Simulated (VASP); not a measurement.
# ZrC (F-43m) in VASP: electric field gradients with PBE

Aim: the electric field gradients of ZrC with PBE.

Program: VASP 6.6.1. These are calculated values, not measurements. Logs are shortened: lines on timing, memory, paths and dates and some standing lists are left out, and cuts for length are marked.

### Step 1. The undisturbed crystal

Symmetry: F-43m, No. 216, cubic system. Conventional cell: a = 5.090 Å, b = 5.090 Å, c = 5.090 Å, α = 90.00°, β = 90.00°, γ = 90.00°. Around Zr (site symmetry -43m) lie 4 C at 2.20 Å. C (site symmetry -43m) has 4 Zr at 2.20 Å as nearest neighbours.

The cell comes from a database or a generator and needn't be the stable form of this composition.

### Step 2. Electric field gradients, PBE (volume scaled by 1.06, crystal datasets)

Input file INCAR:

```
SYSTEM = ZrC
  PREC = Accurate
  ENCUT = 520
  EDIFF = 1E-8
  ISMEAR = -1
  SIGMA = 0.03
  LREAL = .False.
  LASPH = .True.
  NELM = 100
  ALGO = Normal
  ISIF = 2
  LWAVE = .False.
  LCHARG = .False.
  GGA = PE
  LEFG = .True.
  NBANDS = 15
```

Input file KPOINTS:

```
Automatic mesh
0
Gamma
  11 11 11
  0 0 0
```

Input file POSCAR:

```
ZrC
1.0
    0.0000000000      2.5950969525      2.5950969525
    2.5950969525      0.0000000000      2.5950969525
    2.5950969525      2.5950969525      0.0000000000
Zr C
1 1
Direct
    0.0000000000      0.0000000000      0.0000000000
    0.2500000000      0.2500000000      0.2500000000
```

Potentials or basis: VASP PAW PBE potentials, release 64 (Zr_sv, C).

The run is started by

```sh
$ cat potpaw_PBE.64/Zr_sv/POTCAR potpaw_PBE.64/C/POTCAR > POTCAR
$ mpirun -np 1 vasp_std > vasp.out
```

OUTCAR:

```text
SYSTEM = ZrC
   PREC = Accurate
   ENCUT = 520
   EDIFF = 1E-8
   ISMEAR = -1
   LREAL = .False.
   LASPH = .True.
   NELM = 100
   ISIF = 2
   GGA = PE

 ion  position               nearest neighbor table
   1  0.000  0.000  0.000-   2 2.25   2 2.25   2 2.25   2 2.25
   2  0.250  0.250  0.250-   1 2.25   1 2.25   1 2.25   1 2.25

  LATTYP: Found a face centered cubic cell.
 ALAT       =     5.1901939050

  Lattice vectors:

 A1 = (   0.0000000000,   2.5950969525,   2.5950969525)
 A2 = (   2.5950969525,   0.0000000000,   2.5950969525)
 A3 = (   2.5950969525,   2.5950969525,   0.0000000000)

Analysis of symmetry for initial positions (statically):
=====================================================================
 Subroutine PRICEL returns:
 Original cell was already a primitive cell.

 Routine SETGRP: Setting up the symmetry group for a
 face centered cubic supercell.

 Subroutine GETGRP returns: Found 24 space group operations
 (whereof 24 operations were pure point group operations)
 out of a pool of 48 trial point group operations.

The static configuration has the point symmetry T_d .

Analysis of symmetry for dynamics (positions and initial velocities):
=====================================================================
 Subroutine PRICEL returns:
 Original cell was already a primitive cell.

 Routine SETGRP: Setting up the symmetry group for a
 face centered cubic supercell.

 Subroutine GETGRP returns: Found 24 space group operations
 (whereof 24 operations were pure point group operations)
 out of a pool of 48 trial point group operations.

The dynamic configuration has the point symmetry T_d .

 Subroutine INISYM returns: Found 24 space group operations
 (whereof 24 operations are pure point group operations),
 and found     1 'primitive' translations

----------------------------------------------------------------------------------------

                                     Primitive cell

  volume of cell :      34.9535

  direct lattice vectors                    reciprocal lattice vectors
     0.000000000  2.595096953  2.595096953    -0.192671029  0.192671029  0.192671029
     2.595096953  0.000000000  2.595096953     0.192671029 -0.192671029  0.192671029
     2.595096953  2.595096953  0.000000000     0.192671029  0.192671029 -0.192671029

  length of vectors
     3.670021306  3.670021306  3.670021306     0.333716011  0.333716011  0.333716011

  position of ions in fractional coordinates (direct lattice)
     0.000000000  0.000000000  0.000000000
     0.250000000  0.250000000  0.250000000

  ion indices of the primitive-cell ions
   primitive index   ion index
                 1           1
                 2           2

----------------------------------------------------------------------------------------

 KPOINTS: Automatic mesh

Automatic generation of k-mesh.
 Grid dimensions read from file:
 generate k-points for:   11   11   11

 Generating k-lattice:

  Cartesian coordinates                     Fractional coordinates (reciprocal lattice)
    -0.017515548  0.017515548  0.017515548     0.090909091  0.000000000  0.000000000
     0.017515548 -0.017515548  0.017515548     0.000000000  0.090909091  0.000000000
     0.017515548  0.017515548 -0.017515548     0.000000000  0.000000000  0.090909091

  Length of vectors
     0.030337819  0.030337819  0.030337819

  Shift w.r.t. Gamma in fractional coordinates (k-lattice)
     0.000000000  0.000000000  0.000000000

 Subroutine IBZKPT returns following result:
 ===========================================

 Found     56 irreducible k-points:

 Following reciprocal coordinates:
            Coordinates               Weight
  0.000000  0.000000  0.000000      1.000000
  0.090909  0.000000  0.000000      8.000000
  0.181818  0.000000  0.000000      8.000000
  0.272727  0.000000  0.000000      8.000000
  0.363636  0.000000  0.000000      8.000000
  0.454545  0.000000  0.000000      8.000000
[... 16 lines left out ...]
 -0.272727  0.181818  0.000000     24.000000
 -0.181818  0.181818  0.000000     12.000000
 [... further k-points ...]
   k-points           NKPTS =     56   k-points in BZ     NKDIM =     56   number of bands    NBANDS=     15
   number of dos      NEDOS =    301   number of ions     NIONS =      2
   total plane-waves  NPLWV =  21952
   dimension x,y,z NGX =    28 NGY =   28 NGZ =   28
   dimension x,y,z NGXF=    56 NGYF=   56 NGZF=   56
   ions per type =               1   1
   NGX,Y,Z   is equivalent  to a cutoff of  12.68, 12.68, 12.68 a.u.
   NGXF,Y,Z  is equivalent  to a cutoff of  25.37, 25.37, 25.37 a.u.
 SYSTEM =  ZrC
   PREC   = accura    normal or accurate (medium, high low for compatibility)
   ISTART =      0    job   : 0-new  1-cont  2-samecut
   ICHARG =      2    charge: 1-file 2-atom 10-const
   ISPIN  =      1    spin polarized calculation?
   LNONCOLLINEAR =      F non collinear calculations
   LSORBIT =      F    spin-orbit coupling
   LASPH  =      T    aspherical Exc in radial PAW
   ENCUT  =  520.0 eV  38.22 Ry    6.18 a.u.   6.82  6.82  6.82*2*pi/ulx,y,z
   NELM   =    100;   NELMIN=  2; NELMDL= -5     # of ELM steps
   EDIFF  = 0.1E-07   stopping-criterion for ELM
   LREAL  =      F    real-space projection
   EDIFFG = 0.1E-06   stopping-criterion for IOM
   NSW    =      0    number of steps for IOM
   IBRION =     -1    ionic relax: 0-MD 1-quasi-New 2-CG
   NFREE  =      0    steps in history (QN), initial steepest desc. (CG)
   ISIF   =      2    stress and relaxation
   ISYM   =      2    0-nonsym 1-usesym 2-fastsym
   POTIM  = 0.5000    time-step for ionic-motion
   TEBEG  =    0.0;   TEEND  =   0.0 temperature during run
   PSTRESS=    0.0 pullay stress
   NELECT =      16.0000    total number of electrons
   NUPDOWN=      -1.0000    fix difference up-down
   EMIN   =  10.00;   EMAX   =-10.00  energy-range for DOS
   EFERMI =   0.00;   METHOD = LEGACY
   ISMEAR =    -1;   SIGMA  =   0.03  broadening in eV -4-tet -1-fermi 0-gaus
   EFERMI_NEDOS =   21; number of points for ismear=-14 and -15
   IALGO  =     38    algorithm
   IMIX   =      4    mixing-type and parameters
     AMIX     =   0.40;   BMIX     =  1.00
     AMIX_MAG =   1.60;   BMIX_MAG =  1.00
  volume/ion in A,a.u.               =      17.48       117.94
  Fermi-wavevector in a.u.,A,eV,Ry     =   1.261686  2.384241 21.658451  1.591851
  Thomas-Fermi vector in A             =   2.395132
   LORBIT       =      0    0 simple, 1 ext, 2 COOP (PROOUT), +10 PAW based schemes
   GGA     = PE    functional components
   LHFCALC =     F    Hartree Fock is set to
   AEXX    =    0.0000 exact exchange contribution
   IVDW    =     0    specifies the selected vdW correction
   LEPSILON=     F    determine dielectric tensor
   LRPA    =     F    only Hartree local field effects (RPA)
 non-spin polarized calculation
  energy-cutoff  :      520.00
  volume of cell :       34.95
 maximum number of plane-waves:       954
   NGX = 13   NGY = 13   NGZ = 13

 number of electron      16.0000000 magnetization

 Free energy of the ion-electron system (eV)
  ---------------------------------------------------
  ext. energy  EPLUGINS =         0.00000000
  ---------------------------------------------------
  free energy    TOTEN  =       -18.18349603 eV

  energy without entropy =      -18.18349066  energy(sigma->0) =      -18.18349334

 E-fermi :   6.2474     XC(G=0): -10.4142

 val. band max:        5.9635694702   @ k =  -0.2727   0.4545   0.1818
 cond. band min:       6.5141865828   @ k =  -0.3636   0.4545   0.0909
 fundamental gap:      0.5506171126
 Fermi energy:         6.2473711510

 k-point     1 :       0.0000    0.0000    0.0000
  band No.  band energies     occupation
      1     -42.1777      2.00000
      2     -20.0859      2.00000
      3     -20.0859      2.00000
      4     -20.0859      2.00000
      5      -3.6575      2.00000
      6       3.9011      2.00000
      7       3.9011      2.00000
      8       3.9011      2.00000
      9       8.9198      0.00000
     10       8.9198      0.00000
     11       9.1684      0.00000
     12      14.0245      0.00000
     13      14.0245      0.00000
     14      14.0245      0.00000
     15      19.6122      0.00000
[... 397 lines left out ...]
 k-point    24 :      -0.1818    0.1818    0.0000
  band No.  band energies     occupation
      1     -42.1586      2.00000
      2     -20.2753      2.00000
      3     -20.1637      2.00000
      4     -20.1109      2.00000
      5      -2.8381      2.00000
      6       3.3571      2.00000
      7       4.3002      2.00000
      8       4.4040      2.00000
      9       8.1911      0.00000
     10       9.2238      0.00000
     11      10.7151      0.00000
     12      12.8427      0.00000
     13      13.7789      0.00000
     14      14.2818      0.00000
     15      16.1057      0.00000

 [... further k-points ...]
[... 5 lines left out ...]
  --------------------------------------------------------------------------------------
  -------------------------------------------------------------------------------------
  Total       -1.6427347     -1.6427347     -1.6427347     -0.0000000      0.0000000      0.0000000
  in kB      -75.2986591    -75.2986591    -75.2986591     -0.0000000      0.0000000      0.0000000
  external PRESSURE =     -75.2986591 kB  Pullay stress =       0.0000000 kB

 VOLUME and BASIS-vectors are now :
 -----------------------------------------------------------------------------
  energy-cutoff  :      520.00
  volume of cell :       34.95
      direct lattice vectors                 reciprocal lattice vectors
     0.000000000  2.595096953  2.595096953    -0.192671029  0.192671029  0.192671029
     2.595096953  0.000000000  2.595096953     0.192671029 -0.192671029  0.192671029
     2.595096953  2.595096953  0.000000000     0.192671029  0.192671029 -0.192671029

 POSITION                                       TOTAL-FORCE (eV/Angst)
 -----------------------------------------------------------------------------------
      0.00000      0.00000      0.00000        -0.000000     -0.000000     -0.000000
      1.29755      1.29755      1.29755         0.000000      0.000000      0.000000
 -----------------------------------------------------------------------------------
    total drift:                               -0.000000     -0.000000     -0.000000

  FREE ENERGIE OF THE ION-ELECTRON SYSTEM (eV)
  ---------------------------------------------------
  free  energy   TOTEN  =       -18.1834960250 eV

  energy  without entropy=      -18.1834906646  energy(sigma->0) =      -18.18349334

 Electric field gradients (V/A^2)
---------------------------------------------------------------------
 ion       V_xx      V_yy      V_zz      V_xy      V_xz      V_yz
---------------------------------------------------------------------
   1      -0.000     0.000     0.000     0.000     0.000     0.000
   2      -0.000     0.000    -0.000     0.000     0.000     0.000
---------------------------------------------------------------------

 Electric field gradients after diagonalization (V/A^2)
 (convention: |V_zz| > |V_xx| > |V_yy|)
----------------------------------------------------------------------
 ion       V_xx      V_yy      V_zz     asymmetry (V_yy - V_xx)/ V_zz
----------------------------------------------------------------------
   1      -0.000    -0.000     0.000       0.000
   2      -0.000    -0.000     0.001       0.000
----------------------------------------------------------------------

           NMR quadrupolar parameters

 Cq : quadrupolar parameter    Cq=e*Q*V_zz/h
 eta: asymmetry parameters     (V_yy - V_xx)/ V_zz
 Q  : nuclear electric quadrupole moment in mb (millibarn)
----------------------------------------------------------------------
 ion       Cq(MHz)       eta       Q (mb)
----------------------------------------------------------------------
   1       0.000       0.000       1.000
   2       0.000       0.000       1.000
----------------------------------------------------------------------
```

Wall time 15 s (1 thread of AMD EPYC 9R45 (Zen 5), shared host); peak memory 0.14 GiB.

What came out:

* Free energy: -18.1835 eV
* Pressure: -7.5 GPa
* Band gap on the k mesh: 0.55 eV, indirect (least direct gap 0.56 eV)

Electric field gradients, principal values (V/Å²):
| atom | Vxx | Vyy | Vzz |
| --- | --- | --- | --- |
| 1 Zr | 0.000 | 0.000 | 0.000 |
| 2 C | 0.000 | 0.000 | 0.001 |

Caveat: an odd mesh through Γ misses points on the zone boundary, where band edges often lie.
